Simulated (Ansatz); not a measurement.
Relaxation of a periodic cell of 47 atoms, Si15O32 (host SiO2, host structure C2/c, one Si atom removed), cell charge +2, to a largest force component of 0.03 eV/Å in at most 60 steps.

Method: Ansatz, DFT PBEsol, scalar-relativistic, plane waves, PAW. Settings: PAW set soft_1, cutoff 420 eV, k mesh 1x1x2, fermi-dirac smearing 0.05 eV, no spin polarisation.

```xyz
47
Lattice="0.1318 6.1230 6.1202 0.1318 -6.1230 6.1202 7.0042 0.0000 0.0000" Properties=species:S:1:pos:R:3
Si 4.681 -4.406 6.551
Si -0.035 -1.132 2.790
Si 6.089 -1.717 5.689
Si 2.864 -1.717 3.491
Si 3.669 1.132 3.330
Si 5.284 1.132 5.850
Si 5.486 4.991 6.390
O 1.883 3.062 6.120
O 0.066 3.062 3.060
O 0.974 -4.398 4.590
O 2.791 -1.725 7.650
O 6.846 1.481 5.682
O 2.107 1.481 3.498
O 3.924 4.642 6.558
O 1.527 -1.481 2.622
O 4.208 1.830 1.990
O 1.243 -4.293 7.191
O 6.430 -1.830 4.131
O 2.523 -1.830 5.050
O 6.783 0.454 2.888
O 5.672 -5.669 6.292
O 3.855 -0.454 3.232
O 5.098 -0.454 5.948
Si 1.179 1.717 6.551
Si 4.404 1.717 8.749
Si 2.587 4.406 5.689
Si 6.498 -1.717 9.611
Si 0.298 1.132 9.450
Si 1.782 -4.991 5.850
Si 3.599 -1.132 8.910
Si 1.984 -1.132 6.390
O 5.385 -3.062 6.120
O 3.568 -3.062 3.060
O 4.476 1.725 4.590
O 6.293 4.398 7.650
O 3.344 -4.642 5.682
O 5.741 1.481 9.618
O 0.422 -1.481 6.558
O 5.161 -1.481 8.742
O 0.838 1.830 8.110
O 4.745 1.830 7.191
O 3.060 -1.830 10.251
O 6.025 4.293 5.050
O 3.413 0.454 9.008
O 2.170 0.454 6.292
O 0.485 -0.454 9.352
O 1.596 5.669 5.948
```

Problem. Where does it end, and by what steps?

Solution. The forces met the threshold. Limits of this set-up: coarse k mesh, PAW files made for another functional, charged cell in a uniform background, uncorrected. After 35 steps the energy has fallen by 6.115 eV; O17 moved furthest, 1.61 Å. Parted: O17–Si29 (1.60 → 4.04 Å). Joined: O13–O17 (2.65 → 1.37 Å), O17–O20 (2.64 → 1.33 Å), Si29–O44 (3.39 → 1.80 Å).

```
step  energy less start (eV)  largest force component (eV/Å)  accepted
   0                  0.0000                           1.872       yes
   2                 -0.8593                           0.890       yes
   4                 -1.8415                           2.168       yes
   6                 -3.1184                           1.520       yes
   8                 -3.6783                           0.913       yes
  10                 -4.3263                           1.234       yes
  12                 -4.7885                           1.186       yes
  14                 -5.1485                           0.760       yes
  16                 -5.4055                           2.244       yes
  18                 -5.8462                           0.540       yes
  20                 -5.9947                           0.426       yes
  22                 -6.0562                           0.157       yes
  24                 -6.0880                           0.268       yes
  26                 -6.1015                           0.133       yes
  28                 -6.1116                           0.052       yes
  30                 -6.1092                           0.291        no
  32                 -6.1145                           0.041       yes
  34                 -6.1149                           0.032       yes
  35                 -6.1150                           0.026       yes
```

```xyz
47
Lattice="0.1318 6.1230 6.1202 0.1318 -6.1230 6.1202 7.0042 0.0000 0.0000" Properties=species:S:1:pos:R:3
Si 4.649 -4.288 6.633
Si 0.132 -1.221 2.723
Si 6.171 -1.724 5.685
Si 2.957 -1.639 3.438
Si 3.642 1.173 3.325
Si 5.127 1.006 5.887
Si 5.461 4.924 6.377
O 1.576 3.183 6.030
O -0.309 3.006 2.751
O 1.063 -4.355 4.470
O 2.861 -1.504 7.589
O 6.657 1.461 5.635
O 1.872 1.084 3.636
O 4.017 4.196 6.492
O 1.683 -1.462 2.438
O 3.963 2.058 2.043
O 1.137 -4.707 8.744
O 6.597 -1.761 4.110
O 2.488 -1.614 4.964
O 6.981 0.567 2.590
O 5.347 -5.721 6.437
O 3.959 -0.395 3.081
O 5.006 -0.603 5.811
Si 0.984 1.784 6.498
Si 4.434 1.687 8.904
Si 2.665 4.245 5.616
Si 6.565 -1.663 9.555
Si 0.269 1.150 9.408
Si 2.359 -5.172 4.921
Si 3.598 -1.190 8.951
Si 1.985 -0.970 6.346
O 5.647 -3.138 6.190
O 3.644 -3.042 3.116
O 4.227 1.696 4.715
O 6.332 4.437 7.650
O 3.339 -4.192 5.684
O 5.731 1.417 9.803
O 0.439 -1.340 6.593
O 5.196 -1.212 8.758
O 0.619 1.942 8.063
O 4.602 1.455 7.348
O 3.074 -2.115 10.140
O 6.171 4.422 5.026
O 3.336 0.473 9.529
O 2.119 0.645 6.299
O 0.618 -0.441 9.280
O 2.029 5.742 5.737
```

Whether the end is a true minimum wasn't checked by a vibrational analysis.

The run took 4 min on 2 threads of Arm Neoverse V2, on a shared host, peak memory 1.1 GiB.
